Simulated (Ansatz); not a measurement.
ScAl:

```
Sc Al
1.0
     3.37035    0.00000    0.00000
     0.00000    3.37035    0.00000
     0.00000    0.00000    3.37035
Sc Al
1 1
Direct
  0.50000 0.50000 0.50000
  0.00000 0.00000 0.00000
```

The cell comes from a database or a generator and needn't be the stable form of this composition.

| Quantity | Value |
| --- | --- |
| Program | Ansatz 0.2.0 |
| Task | relaxation of cell and atoms |
| Functional | BLYP |
| Potentials or basis | all-electron LAPW, scalar-relativistic |
| Basis error allowed | 0.001 eV/atom |
| k mesh | 8 × 8 × 8 |
| Occupations | fermi-dirac, width 0.05 eV |
| Spin | no spin polarisation |

At the start: volume 19.14 Å³/atom.

Question: Where does the relaxation end?

Answer: Over 5 steps the energy falls by 6.0 meV/atom and the volume is 19.87 Å³/atom (+3.8 %); space group Pm-3m (No. 221, to 0.05 Å).

The path:
```tsv
step	energy change (eV)	largest force (eV/Å)	volume (Å³)
1	0.0000	0.0000	38.28
2	-0.0083	0.0000	40.60
3	-0.0120	0.0000	39.81
4	-0.0120	0.0000	39.74
5	-0.0120	0.0000	39.74
```

Final structure:
```xyz
2
Lattice="3.4126 0.0000 0.0000 0.0000 3.4126 0.0000 0.0000 0.0000 3.4126" Properties=species:S:1:pos:R:3 pbc="T T T"
Sc    1.7063    1.7063    1.7063
Al    0.0000    0.0000    0.0000
```
